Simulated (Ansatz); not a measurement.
BeO:
```yaml
crystal:
  lattice:
    - [2.69055, 0.00000, 0.00000]
    - [-1.34528, 2.33009, 0.00000]
    - [0.00000, 0.00000, 4.36964]
  atoms:
    - { symbol: Be, position: [0.33333, 0.66667, 0.99989] }
    - { symbol: Be, position: [0.66667, 0.33333, 0.49989] }
    - { symbol: O, position: [0.33333, 0.66667, 0.37761] }
    - { symbol: O, position: [0.66667, 0.33333, 0.87761] }
```

Cartesian axes are those of the cell as given.

Q: Give the proper piezoelectric stress tensor with relaxed ions from DFT-r²SCAN in the program Ansatz with PAW potentials.

A: In C/m², rows x, y, z, Voigt columns; mesh uncertainty up to 0.00.
```
 0.00   0.00   0.00   0.00  -0.04   0.00
 0.00   0.00   0.00  -0.04   0.00   0.00
-0.16  -0.16   0.25   0.00   0.00   0.00
```

The elastic tensor of the same run (GPa):

```
 462   126  87.5   0.0   0.0   0.0
 126   462  87.5   0.0   0.0   0.0
87.5  87.5   502   0.0   0.0   0.0
 0.0   0.0   0.0   149   0.0   0.0
 0.0   0.0   0.0   0.0   149   0.0
 0.0   0.0   0.0   0.0   0.0   168
```

Q: Convert to strain constants d = e·S.

A: In pC/N:
```
 0.0   0.0   0.0   0.0  -0.3   0.0
 0.0   0.0   0.0  -0.3   0.0   0.0
-0.4  -0.4   0.6   0.0   0.0   0.0
```

Space group P6_3mc (wurtzite). Symmetry was held in the r²SCAN relaxation; phonons on a q-mesh show no instability.

Potentials: the later of the program's two PAW sets.
